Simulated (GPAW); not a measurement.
Here is a GPAW 26.7.0 calculation.

File run.py:

```python
import spglib
from ase import Atoms
from ase.eos import EquationOfState
from ase.io import Trajectory, read
from ase.units import GPa
from gpaw import GPAW, PW

atoms = read('CdSe.cif')
cell, positions, numbers = spglib.find_primitive(
    (atoms.cell[:], atoms.get_scaled_positions(), atoms.numbers), symprec=1e-4)
atoms = Atoms(numbers, cell=cell, scaled_positions=positions, pbc=True)

traj = Trajectory('eos.traj', 'w')
volumes, energies = [], []
for x in [0.94, 0.96, 0.98, 1.0, 1.02, 1.04, 1.06]:
    a = atoms.copy()
    a.set_cell(atoms.cell * x**(1 / 3), scale_atoms=True)
    calc = GPAW(mode=PW(600),
                xc='RPBE',
                kpts={'size': (6, 6, 6), 'gamma': True},
                occupations={'name': 'fermi-dirac', 'width': 0.05},
                nbands=18,
                convergence={'density': 1e-05, 'energy': 1e-05},
                maxiter=150,
                txt=f'eos-{x:.2f}.txt')
    a.calc = calc
    energies.append(a.get_potential_energy(force_consistent=True))
    volumes.append(a.get_volume())
    p = -a.get_stress()[:3].mean() / GPa
    calc.write(f'eos-{x:.2f}.gpw')
    traj.write(a)
    print(f'{x:.2f} {volumes[-1]:10.4f} A^3 {energies[-1]:14.6f} eV {p:9.3f} GPa', flush=True)

v0, e0, B = EquationOfState(volumes, energies, eos='birchmurnaghan').fit()
print(f'V0 = {v0:.4f} A^3, E0 = {e0:.6f} eV, B0 = {B / GPa:.2f} GPa')
```

CdSe.cif

```cif
data_CdSe
_cell_length_a 6.14054240
_cell_length_b 6.14054240
_cell_length_c 6.14054240
_cell_angle_alpha 90.00000000
_cell_angle_beta 90.00000000
_cell_angle_gamma 90.00000000
_space_group_name_H-M_alt 'F-43m'
_space_group_name_Hall 'F -4 2 3'
_space_group_IT_number 216
loop_
_space_group_symop_operation_xyz
'x,y,z'
'y,-x,-z'
'-x,-y,z'
'-y,x,-z'
'x,-y,-z'
'y,x,z'
'-x,y,-z'
'-y,-x,z'
'z,x,y'
'-z,y,-x'
'z,-x,-y'
'-z,-y,x'
'-z,x,-y'
'z,y,x'
'-z,-x,y'
'z,-y,-x'
'y,z,x'
'-x,-z,y'
'-y,z,-x'
'x,-z,-y'
'-y,-z,x'
'x,z,y'
'y,-z,-x'
'-x,z,-y'
'x,y+1/2,z+1/2'
'y,-x+1/2,-z+1/2'
'-x,-y+1/2,z+1/2'
'-y,x+1/2,-z+1/2'
'x,-y+1/2,-z+1/2'
'y,x+1/2,z+1/2'
'-x,y+1/2,-z+1/2'
'-y,-x+1/2,z+1/2'
'z,x+1/2,y+1/2'
'-z,y+1/2,-x+1/2'
'z,-x+1/2,-y+1/2'
'-z,-y+1/2,x+1/2'
'-z,x+1/2,-y+1/2'
'z,y+1/2,x+1/2'
'-z,-x+1/2,y+1/2'
'z,-y+1/2,-x+1/2'
'y,z+1/2,x+1/2'
'-x,-z+1/2,y+1/2'
'-y,z+1/2,-x+1/2'
'x,-z+1/2,-y+1/2'
'-y,-z+1/2,x+1/2'
'x,z+1/2,y+1/2'
'y,-z+1/2,-x+1/2'
'-x,z+1/2,-y+1/2'
'x+1/2,y,z+1/2'
'y+1/2,-x,-z+1/2'
'-x+1/2,-y,z+1/2'
'-y+1/2,x,-z+1/2'
'x+1/2,-y,-z+1/2'
'y+1/2,x,z+1/2'
'-x+1/2,y,-z+1/2'
'-y+1/2,-x,z+1/2'
'z+1/2,x,y+1/2'
'-z+1/2,y,-x+1/2'
'z+1/2,-x,-y+1/2'
'-z+1/2,-y,x+1/2'
'-z+1/2,x,-y+1/2'
'z+1/2,y,x+1/2'
'-z+1/2,-x,y+1/2'
'z+1/2,-y,-x+1/2'
'y+1/2,z,x+1/2'
'-x+1/2,-z,y+1/2'
'-y+1/2,z,-x+1/2'
'x+1/2,-z,-y+1/2'
'-y+1/2,-z,x+1/2'
'x+1/2,z,y+1/2'
'y+1/2,-z,-x+1/2'
'-x+1/2,z,-y+1/2'
'x+1/2,y+1/2,z'
'y+1/2,-x+1/2,-z'
'-x+1/2,-y+1/2,z'
'-y+1/2,x+1/2,-z'
'x+1/2,-y+1/2,-z'
'y+1/2,x+1/2,z'
'-x+1/2,y+1/2,-z'
'-y+1/2,-x+1/2,z'
'z+1/2,x+1/2,y'
'-z+1/2,y+1/2,-x'
'z+1/2,-x+1/2,-y'
'-z+1/2,-y+1/2,x'
'-z+1/2,x+1/2,-y'
'z+1/2,y+1/2,x'
'-z+1/2,-x+1/2,y'
'z+1/2,-y+1/2,-x'
'y+1/2,z+1/2,x'
'-x+1/2,-z+1/2,y'
'-y+1/2,z+1/2,-x'
'x+1/2,-z+1/2,-y'
'-y+1/2,-z+1/2,x'
'x+1/2,z+1/2,y'
'y+1/2,-z+1/2,-x'
'-x+1/2,z+1/2,-y'
loop_
_atom_site_label
_atom_site_type_symbol
_atom_site_symmetry_multiplicity
_atom_site_Wyckoff_symbol
_atom_site_fract_x
_atom_site_fract_y
_atom_site_fract_z
_atom_site_occupancy
Cd1 Cd 4 a 0.0000000000 0.0000000000 0.0000000000 1
Se1 Se 4 d 0.2500000000 0.2500000000 0.7500000000 1
```

Potentials or basis: the program's PAW data sets (release 1.2.1) made for this functional, pw.

Command:

```sh
$ OMP_NUM_THREADS=1 python run.py
```

Estimate the equilibrium volume.

30.88 Å³/atom (rough: see the caveat).

Estimate the bulk modulus.

40 GPa (rough).

Energy against volume, from the lowest point:
| volume (Å³/atom) | energy (meV/atom) |
| --- | --- |
| 27.206 | 68.80 |
| 27.784 | 46.88 |
| 28.363 | 29.75 |
| 28.942 | 16.91 |
| 29.521 | 7.92 |
| 30.100 | 2.38 |
| 30.679 | 0.00 |

Caveat: the minimum lies outside the volumes run.
